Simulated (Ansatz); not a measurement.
**ZnSe: how the settings move a single-point run**

How sensitive is a single-point run of ZnSe to its settings? A reference run comes first, then six runs with altered input. The cell is built on a prototype (CsCl type) and needn't be the phase found in nature.

Program: Ansatz 0.2.0. Level of theory: reference: DFT, PBEsol, plane waves, PAW. These are calculated values, not measurements.

3 further runs of the same task are left out: 2 for a known fault of the program, 1 that didn't finish.

**1. The starting structure**

The structure is cubic, space group Pm-3m (No. 221). Conventional cell: a = 3.325 Å, b = 3.325 Å, c = 3.325 Å, α = 90.00°, β = 90.00°, γ = 90.00°. Zn (site symmetry m-3m) is surrounded by 8 Se at 2.88 Å. Se (site symmetry m-3m) is surrounded by 8 Zn at 2.88 Å.

As a file:

```xyz
2
Lattice="3.3252 0.0000 0.0000 0.0000 3.3252 0.0000 0.0000 0.0000 3.3252" Properties=species:S:1:pos:R:3 pbc="T T T"
Zn    0.0000    0.0000    0.0000
Se    1.6626    1.6626    1.6626
```

**2. Baseline**

Input file input.yaml:

```yaml
crystal:
  lattice:
    - [3.3251530431, 0.0, 0.0]
    - [0.0, 3.3251530431, 0.0]
    - [0.0, 0.0, 3.3251530431]
  atoms:
    - { symbol: Zn, position: [0.0, 0.0, 0.0] }
    - { symbol: Se, position: [0.5, 0.5, 0.5] }
kpoints:
  mp_grid: { grid: [6, 6, 6] }
hamiltonian:
  xc: pbesol
scf:
  occupations: { method: fermi_dirac, width: 0.02 }
  n_extra_bands: 4
output:
  forces: true
  stress: true
  eigenvalues: true
```

On the command line:

```sh
$ ansatz run input.yaml --threads 4 --pin off --max-ram 3686MiB --backend cpu --events-out ev --progress --plain --runs-dir out
```

**3. Variant: accuracy high**

input.yaml, as its differences from that of step 2:

```diff
@@ -19 +19,2 @@
   eigenvalues: true
+accuracy: high
```

**4. Changing settings: occupations.method gaussian, occupations.width 0.5**

input.yaml, as its differences from that of step 2:

```diff
@@ -13,3 +13,3 @@
 scf:
-  occupations: { method: fermi_dirac, width: 0.02 }
+  occupations: { method: gaussian, width: 0.5 }
   n_extra_bands: 4
```

**5. Variant: preconditioner resta**

input.yaml, as its differences from that of step 2:

```diff
@@ -15,2 +15,3 @@
   n_extra_bands: 4
+  mixing: { preconditioner: resta }
 output:
```

**6. Variant: occupations.method gaussian, occupations.width 0.2**

input.yaml, as its differences from that of step 2:

```diff
@@ -13,3 +13,3 @@
 scf:
-  occupations: { method: fermi_dirac, width: 0.02 }
+  occupations: { method: gaussian, width: 0.2 }
   n_extra_bands: 4
```

**7. Changed: occupations.method methfessel_paxton, occupations.width 0.5**

input.yaml, as its differences from that of step 2:

```diff
@@ -13,3 +13,3 @@
 scf:
-  occupations: { method: fermi_dirac, width: 0.02 }
+  occupations: { method: methfessel_paxton, width: 0.5 }
   n_extra_bands: 4
```

**8. Variant: xc lda**

input.yaml, as its differences from that of step 2:

```diff
@@ -11,3 +11,3 @@
 hamiltonian:
-  xc: pbesol
+  xc: lda
 scf:
```

Before running it: what results should come out? Wanted: for each run, ending; energy change; pressure; gap; force.

**Answer**, as computed:

```csv
run,ending,energy change,pressure (GPa),gap (eV),force (eV/Å),cycles,time
reference,converged,0,-3.1,0.00,0.00,6,0.79 s
1: accuracy high,converged,0.0 meV/atom,-3.1,0.00,0.00,8,0.95 s
"2: occupations.method gaussian, occupations.width 0.5",converged,-0.9 meV/atom (σ→0),-2.6,0.00,0.00,6,0.93 s
3: preconditioner resta,converged,0.0 meV/atom,-3.1,0.00,0.00,6,0.79 s
"4: occupations.method gaussian, occupations.width 0.2",converged,-1.1 meV/atom (σ→0),-3.1,0.00,0.00,7,0.91 s
"5: occupations.method methfessel_paxton, occupations.width 0.5",converged,-1.2 meV/atom (σ→0),-3.1,0.00,0.00,7,0.98 s
6: xc lda,converged,not comparable,-5.3,0.00,0.00,7,0.81 s
```

Residual by cycle in the longest SCF loop of each run; runs are numbered as in the table. The quantity is the density residual dr2, in eV.

```csv
cycle,reference,run 1,run 2,run 3,run 4,run 5,run 6
1,0.00685,0.00685,0.0105,0.00685,0.0143,0.0145,0.0175
2,0.00176,0.00177,0.0067,0.00165,0.00902,0.00932,0.0133
3,3.9e-4,3.9e-4,0.00104,1.5e-4,0.00148,0.00142,0.00213
4,1.0e-5,1.0e-5,6.8e-5,1.3e-5,1.1e-4,1.1e-4,3.8e-4
5,9.4e-7,9.4e-7,2.0e-6,1.4e-6,4.0e-6,3.5e-6,3.1e-5
6,1.0e-8,1.1e-8,6.2e-8,2.4e-8,5.9e-8,9.3e-8,2.7e-7
7,-,3.9e-10,-,-,1.5e-9,2.1e-9,4.0e-9
8,-,2.2e-12,-,-,-,-,-
```

**Reading.** Semilocal functionals close small gaps, so the missing gap need not be the real solid's.
